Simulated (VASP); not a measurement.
# Si (Fd-3m) in VASP: further runs

The runs below take Si through single point, with HSE06, PBE.

Program: VASP 6.6.1. These are calculated values, not measurements. Logs are shortened: lines on timing, memory, paths and dates and some standing lists are left out, and cuts for length are marked.

## Step 1: The structure

Symmetry: Fd-3m, No. 227, cubic system. Conventional cell: a = 5.470 Å, b = 5.470 Å, c = 5.470 Å, α = 90.00°, β = 90.00°, γ = 90.00°. Around Si (site symmetry -43m) lie 4 Si at 2.37 Å.

## Step 2: Single point, HSE06 (level: DFT HSE06, scalar-relativistic, plane waves, PAW, at the base's geometry)

Input file POSCAR:

```
Si
1.0
    0.0000000000      2.7348383248      2.7348383248
    2.7348383248      0.0000000000      2.7348383248
    2.7348383248      2.7348383248      0.0000000000
Si
2
Direct
    0.7500000000      0.7500000000      0.7500000000
    0.5000000000      0.5000000000      0.5000000000
```

Input file INCAR.step1:

```
ALGO = Normal
EDIFF = 1E-5
ENCUT = 520
GGA = PE
ISIF = 2
ISMEAR = 0
LASPH = T
LCHARG = F
LREAL = F
LWAVE = T
NBANDS = 11
NELM = 60
PREC = Accurate
SIGMA = 0.01
```

Input file INCAR.step2:

```
ALGO = Normal
EDIFF = 1E-6
ENCUT = 520
GGA = PE
HFSCREEN = 0.2079
ISIF = 2
ISMEAR = 0
ISTART = 1
LASPH = T
LCHARG = F
LHFCALC = T
LREAL = F
LWAVE = F
NBANDS = 11
NELM = 60
PREC = Accurate
PRECFOCK = Normal
SIGMA = 0.01
```

Input file KPOINTS:

```
k-points
0
Gamma
  6 6 6
```

Potentials or basis: VASP PAW PBE potentials, release 64 (Si).

On the command line:

```console
$ cat potpaw_PBE.64/Si/POTCAR > POTCAR
$ cp INCAR.step1 INCAR
$ mpirun -np 1 vasp_std > vasp.out
$ cp INCAR.step2 INCAR
$ mpirun -np 1 vasp_std > vasp.out
```

OUTCAR:

```text
EDIFF = 1E-6
   ENCUT = 520
   GGA = PE
   HFSCREEN = 0.2079
   ISIF = 2
   ISMEAR = 0
   ISTART = 1
   LASPH = T
   LHFCALC = T
   LREAL = F
   NELM = 60
   PREC = Accurate
   PRECFOCK = Normal

 ion  position               nearest neighbor table
   1  0.750  0.750  0.750-   2 2.37   2 2.37   2 2.37   2 2.37
   2  0.500  0.500  0.500-   1 2.37   1 2.37   1 2.37   1 2.37

  LATTYP: Found a face centered cubic cell.
 ALAT       =     5.4696766496

  Lattice vectors:

 A1 = (   0.0000000000,   2.7348383248,   2.7348383248)
 A2 = (   2.7348383248,   0.0000000000,   2.7348383248)
 A3 = (   2.7348383248,   2.7348383248,   0.0000000000)

Analysis of symmetry for initial positions (statically):
=====================================================================
 Subroutine PRICEL returns:
 Original cell was already a primitive cell.

 Routine SETGRP: Setting up the symmetry group for a
 face centered cubic supercell.

 Subroutine GETGRP returns: Found 48 space group operations
 (whereof 24 operations were pure point group operations)
 out of a pool of 48 trial point group operations.

The static configuration has the point symmetry T_d .
 The point group associated with its full space group is O_h .

Analysis of symmetry for dynamics (positions and initial velocities):
=====================================================================
 Subroutine PRICEL returns:
 Original cell was already a primitive cell.

 Routine SETGRP: Setting up the symmetry group for a
 face centered cubic supercell.

 Subroutine GETGRP returns: Found 48 space group operations
 (whereof 24 operations were pure point group operations)
 out of a pool of 48 trial point group operations.

The dynamic configuration has the point symmetry T_d .
 The point group associated with its full space group is O_h .

 Subroutine INISYM returns: Found 48 space group operations
 (whereof 24 operations are pure point group operations),
 and found     1 'primitive' translations

----------------------------------------------------------------------------------------

                                     Primitive cell

  volume of cell :      40.9096

  direct lattice vectors                    reciprocal lattice vectors
     0.000000000  2.734838325  2.734838325    -0.182826164  0.182826164  0.182826164
     2.734838325  0.000000000  2.734838325     0.182826164 -0.182826164  0.182826164
     2.734838325  2.734838325  0.000000000     0.182826164  0.182826164 -0.182826164

  length of vectors
     3.867645450  3.867645450  3.867645450     0.316664205  0.316664205  0.316664205

  position of ions in fractional coordinates (direct lattice)
     0.750000000  0.750000000  0.750000000
     0.500000000  0.500000000  0.500000000

  ion indices of the primitive-cell ions
   primitive index   ion index
                 1           1
                 2           2

----------------------------------------------------------------------------------------

 KPOINTS: k-points

Automatic generation of k-mesh.
 Grid dimensions read from file:
 generate k-points for:    6    6    6

 Generating k-lattice:

  Cartesian coordinates                     Fractional coordinates (reciprocal lattice)
    -0.030471027  0.030471027  0.030471027     0.166666667  0.000000000  0.000000000
     0.030471027 -0.030471027  0.030471027     0.000000000  0.166666667  0.000000000
     0.030471027  0.030471027 -0.030471027     0.000000000  0.000000000  0.166666667

  Length of vectors
     0.052777367  0.052777367  0.052777367

  Shift w.r.t. Gamma in fractional coordinates (k-lattice)
     0.000000000  0.000000000  0.000000000

 Subroutine IBZKPT returns following result:
 ===========================================

 Found     16 irreducible k-points:

 Following reciprocal coordinates:
            Coordinates               Weight
  0.000000  0.000000  0.000000      1.000000
  0.166667  0.000000  0.000000      8.000000
  0.333333  0.000000  0.000000      8.000000
  0.500000  0.000000  0.000000      4.000000
  0.166667  0.166667  0.000000      6.000000
  0.333333  0.166667  0.000000     24.000000
[... 8 lines left out ...]
 -0.333333  0.333333  0.166667     24.000000
 -0.333333  0.500000  0.166667     12.000000
   k-points           NKPTS =     16   k-points in BZ     NKDIM =    216   number of bands    NBANDS=     11
   number of dos      NEDOS =    301   number of ions     NIONS =      2
   total plane-waves  NPLWV =  27000
   dimension x,y,z NGX =    30 NGY =   30 NGZ =   30
   dimension x,y,z NGXF=    60 NGYF=   60 NGZF=   60
   ions per type =               2
   NGX,Y,Z   is equivalent  to a cutoff of  12.90, 12.90, 12.90 a.u.
   NGXF,Y,Z  is equivalent  to a cutoff of  25.79, 25.79, 25.79 a.u.
 SYSTEM =  unknown system
   PREC   = accura    normal or accurate (medium, high low for compatibility)
   ISTART =      1    job   : 0-new  1-cont  2-samecut
   ICHARG =      0    charge: 1-file 2-atom 10-const
   ISPIN  =      1    spin polarized calculation?
   LNONCOLLINEAR =      F non collinear calculations
   LSORBIT =      F    spin-orbit coupling
   LASPH  =      T    aspherical Exc in radial PAW
   ENCUT  =  520.0 eV  38.22 Ry    6.18 a.u.   7.19  7.19  7.19*2*pi/ulx,y,z
   NELM   =     60;   NELMIN=  2; NELMDL=  0     # of ELM steps
   EDIFF  = 0.1E-05   stopping-criterion for ELM
   LREAL  =      F    real-space projection
   EDIFFG = 0.1E-04   stopping-criterion for IOM
   NSW    =      0    number of steps for IOM
   IBRION =     -1    ionic relax: 0-MD 1-quasi-New 2-CG
   NFREE  =      0    steps in history (QN), initial steepest desc. (CG)
   ISIF   =      2    stress and relaxation
   ISYM   =      3    0-nonsym 1-usesym 2-fastsym
   POTIM  = 0.5000    time-step for ionic-motion
   TEBEG  =    0.0;   TEEND  =   0.0 temperature during run
   PSTRESS=    0.0 pullay stress
   NELECT =       8.0000    total number of electrons
   NUPDOWN=      -1.0000    fix difference up-down
   EMIN   =  10.00;   EMAX   =-10.00  energy-range for DOS
   EFERMI =   0.00;   METHOD = LEGACY
   ISMEAR =     0;   SIGMA  =   0.01  broadening in eV -4-tet -1-fermi 0-gaus
   EFERMI_NEDOS =   21; number of points for ismear=-14 and -15
   IALGO  =     38    algorithm
   IMIX   =      1    mixing-type and parameters
     AMIX     =   0.40;   BMIX     =  1.00
     AMIX_MAG =   1.60;   BMIX_MAG =  1.00
  volume/ion in A,a.u.               =      20.45       138.04
  Fermi-wavevector in a.u.,A,eV,Ry     =   0.950232  1.795679 12.285267  0.902942
  Thomas-Fermi vector in A             =   2.078590
   LORBIT       =      0    0 simple, 1 ext, 2 COOP (PROOUT), +10 PAW based schemes
   GGA     = PE    functional components
   LHFCALC =     T    Hartree Fock is set to
   PRECFOCK=normal    Normal, Fast or Accurate (Low or Medium for compatibility)
   ENCUT4O =  -1.0   cutoff for four orbital integrals eV
   NKREDX  =     1    reduce k-point grid by
   NKREDY  =     1    reduce k-point grid by
   NKREDZ  =     1    reduce k-point grid by
   AEXX    =    0.2500 exact exchange contribution
   HFSCREEN=    0.2079 screening length (either q_TF or 0.3 A-1)
   HFSCREENC=   0.2079 screening length for correlation (either q_TF or 0.3 A-1)
   ENCUTFOCK=  -1.0 apply spherical cutoff to Coloumb kernel
   IVDW    =     0    specifies the selected vdW correction
   LEPSILON=     F    determine dielectric tensor
   LRPA    =     F    only Hartree local field effects (RPA)
 non-spin polarized calculation
 Gauss-broadening in eV      SIGMA  =   0.01
  energy-cutoff  :      520.00
  volume of cell :       40.91
 maximum number of plane-waves:      1113
 NGX is ok and might be reduce to    30
  NGX = 24; NGY = 24; NGZ = 24

 number of electron       8.0000001 magnetization

 Free energy of the ion-electron system (eV)
  ---------------------------------------------------
  ext. energy  EPLUGINS =         0.00000000
  ---------------------------------------------------
  free energy    TOTEN  =       -12.52848395 eV

  energy without entropy =      -12.52848395  energy(sigma->0) =      -12.52848395

 E-fermi :   5.3021     XC(G=0):  -7.7822

 val. band max:        5.2610689528   @ k =   0.0000   0.0000   0.0000
 cond. band min:       6.5942273623   @ k =   0.5000   0.5000   0.0000
 fundamental gap:      1.3331584095
 Fermi energy:         5.3020972928

 k-point     1 :       0.0000    0.0000    0.0000
  band No.  band energies     occupation
      1      -7.8682      2.00000
      2       5.2611      2.00000
      3       5.2611      2.00000
      4       5.2611      2.00000
      5       8.5756      0.00000
      6       8.5756      0.00000
      7       8.5756      0.00000
      8       9.3202      0.00000
      9      13.9664      0.00000
     10      14.0288      0.00000
     11      14.0288      0.00000

 k-point     2 :       0.1667    0.0000    0.0000
  band No.  band energies     occupation
      1      -7.4749      2.00000
      2       2.7233      2.00000
      3       4.7974      2.00000
      4       4.7974      2.00000
      5       8.2994      0.00000
      6       9.2505      0.00000
      7       9.2505      0.00000
      8      11.5150      0.00000
      9      13.3362      0.00000
     10      13.3362      0.00000
     11      15.1800      0.00000

 k-point     3 :       0.3333    0.0000    0.0000
  band No.  band energies     occupation
      1      -6.3687      2.00000
      2      -0.5398      2.00000
      3       4.1950      2.00000
      4       4.1950      2.00000
      5       7.6632      0.00000
      6       9.5783      0.00000
      7       9.5783      0.00000
      8      14.0419      0.00000
      9      14.2807      0.00000
     10      14.2807      0.00000
     11      15.2640      0.00000
[... 155 lines left out ...]
 k-point    15 :      -0.3333    0.3333    0.1667
  band No.  band energies     occupation
      1      -4.2971      2.00000
      2      -2.2438      2.00000
      3       0.9869      2.00000
      4       2.3387      2.00000
      5       9.3530      0.00000
      6       9.5934      0.00000
      7      12.2666      0.00000
      8      12.7525      0.00000
      9      13.8365      0.00000
     10      17.5489      0.00000
     11      18.3633      0.00000

 k-point    16 :      -0.3333    0.5000    0.1667
  band No.  band energies     occupation
      1      -3.2040      2.00000
      2      -3.2040      2.00000
      3       1.3858      2.00000
      4       1.3858      2.00000
      5       8.7218      0.00000
      6       8.7218      0.00000
      7      12.9928      0.00000
      8      12.9928      0.00000
      9      17.0161      0.00000
     10      17.0161      0.00000
     11      19.4030      0.00000

------------------------ aborting loop because EDIFF is reached ----------------------------------------

  FORCE on cell =-STRESS in cart. coord.  units (eV):
  Direction    XX          YY          ZZ          XY          YZ          ZX
  --------------------------------------------------------------------------------------
  -------------------------------------------------------------------------------------
  Total       -0.4710820     -0.4710820     -0.4710820      0.0000000      0.0000000     -0.0000000
  in kB      -18.4493958    -18.4493958    -18.4493958      0.0000000      0.0000000     -0.0000000
  external PRESSURE =     -18.4493958 kB  Pullay stress =       0.0000000 kB

 VOLUME and BASIS-vectors are now :
 -----------------------------------------------------------------------------
  energy-cutoff  :      520.00
  volume of cell :       40.91
      direct lattice vectors                 reciprocal lattice vectors
     0.000000000  2.734838325  2.734838325    -0.182826164  0.182826164  0.182826164
     2.734838325  0.000000000  2.734838325     0.182826164 -0.182826164  0.182826164
     2.734838325  2.734838325  0.000000000     0.182826164  0.182826164 -0.182826164

 POSITION                                       TOTAL-FORCE (eV/Angst)
 -----------------------------------------------------------------------------------
      4.10226      4.10226      4.10226        -0.000000     -0.000000     -0.000000
      2.73484      2.73484      2.73484         0.000000      0.000000      0.000000
 -----------------------------------------------------------------------------------
    total drift:                               -0.000000     -0.000000     -0.000000

  FREE ENERGIE OF THE ION-ELECTRON SYSTEM (eV)
  ---------------------------------------------------
  free  energy   TOTEN  =       -12.5284839462 eV

  energy  without entropy=      -12.5284839462  energy(sigma->0) =      -12.52848395
```

Run time: 7.3 min. Hardware: 1 thread of AMD EPYC 9R14 (Zen 4), shared host; peak memory 0.24 GiB.

Results:

```yaml
Free_energy: -12.5285 eV
Pressure: -1.8 GPa
Band_gap_on_the_k_mesh: 1.33 eV, indirect (least direct gap 3.31 eV)
```

Caveat: the PAW data sets were made with another functional, which shifts forces and pressure a little. A k mesh can miss the band edges.

## Step 3: Single point, PBE

Input file INCAR:

```
PREC = Accurate
ENCUT = 520
EDIFF = 1E-6
ISMEAR = 0
SIGMA = 0.02
LREAL = F
LASPH = T
NELM = 80
ALGO = Normal
ISIF = 2
LWAVE = F
LCHARG = T
GGA = PE
LELF = T
LVHAR = T
NBANDS = 11
```

Input file KPOINTS:

```
regular mesh
0
Gamma
  10 10 10
```

POSCAR is that of step 2.

Potentials or basis: VASP PAW PBE potentials, release 64 (Si).

On the command line:

```console
$ cat potpaw_PBE.64/Si/POTCAR > POTCAR
$ mpirun -np 1 vasp_std > vasp.out
```

It took 13 s on 1 thread of AMD EPYC 9R14 (Zen 4), shared host; peak memory 0.13 GiB.

The run converged. Its results:

```yaml
Free_energy: -10.8492 eV
Pressure: 0.0 GPa
Band_gap_on_the_k_mesh: 0.62 eV, indirect (least direct gap 2.56 eV)
```

Levels at points of the mesh, in eV from the valence-band top:
```tsv
k point	band 1	band 2	band 3	band 4	band 5	band 6	band 7	band 8
(0.00, 0.00, 0.00)	-11.81	0.00	0.00	0.00	2.56	2.56	2.56	3.13
(0.50, 0.00, 0.00)	-9.53	-6.87	-1.18	-1.18	1.46	3.35	3.35	7.70
(0.50, 0.50, 0.00)	-7.74	-7.74	-2.79	-2.79	0.75	0.75	9.93	9.93
```

A k mesh can miss the band edges. PBE gaps usually lie below the measured ones, often by a third to a half.

(Part 1 of 2 ends here.)
